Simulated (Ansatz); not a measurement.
Runs of Ansatz 0.2.0 on GaCo. Symmetry: Pm-3m, No. 221, cubic system. The conventional cell has a = 2.878 Å, b = 2.878 Å, c = 2.878 Å, α = 90.00°, β = 90.00°, γ = 90.00°. Ga (site symmetry m-3m) has 8 Co at 2.49 Å as nearest neighbours. Co (site symmetry m-3m) has 8 Ga at 2.49 Å as nearest neighbours. 

```tsv
task	level	potentials or basis	spin	U	cell	cutoff (eV)	smearing	hubbard projectors	double counting	driver	other keys	gap on the mesh (eV)	pressure (GPa)	moment (μB)
single point	PBEsol+D4+U	Ansatz PAW polarizable	collinear, random start	Co d U = 5 eV	volume scaled by 0.92	420	cold 0.05 eV	all-electron-ortho-atomic	fll	-	-	none	8.7	0.70
single point	PBEsol+D4+U	Ansatz PAW polarizable	collinear, random start	Co d U = 5 eV	volume scaled by 0.92	420	cold 0.05 eV	all-electron-ortho-atomic	fll	chain	-	none	8.7	0.70
electron localisation function	PBEsol+D3(BJ)+U	SPMS NC	collinear, ferromagnetic start	Co d U = 6.2 eV	as given	925	fermi-dirac 0.05 eV	all-electron-ortho-atomic	fll (the default)	chain	-	none	(a)	1.55
atomic charges	PBEsol+U	Ansatz PAW polarizable	collinear, ferromagnetic start	Co d U = 4.5 eV	as given	420	methfessel-paxton 0.1 eV	atomic	fll (the default)	chain	scf.initial_density.chi_scale = 0; scf.n_extra_bands = 4	none	-8.3	0.56
```

Alike in all rows: k mesh 9 × 9 × 9.

Question: Estimate the missing entries.

Answer: (a) 12.4.

Caveats: the magnetic or orbital state may not be the lowest; the U is typed as a test and isn't derived for this compound; pairwise dispersion overbinds metals, which lowers pressure and volume (some runs); the PAW data sets come from PBE, with cores solved anew for the run's functional, which leaves a small shift of forces and pressure (some runs).

A k mesh can miss the band edges, and the runs leave out spin-orbit coupling on Ga.

A gap of «none» marks a metal or a gap under the smearing width.
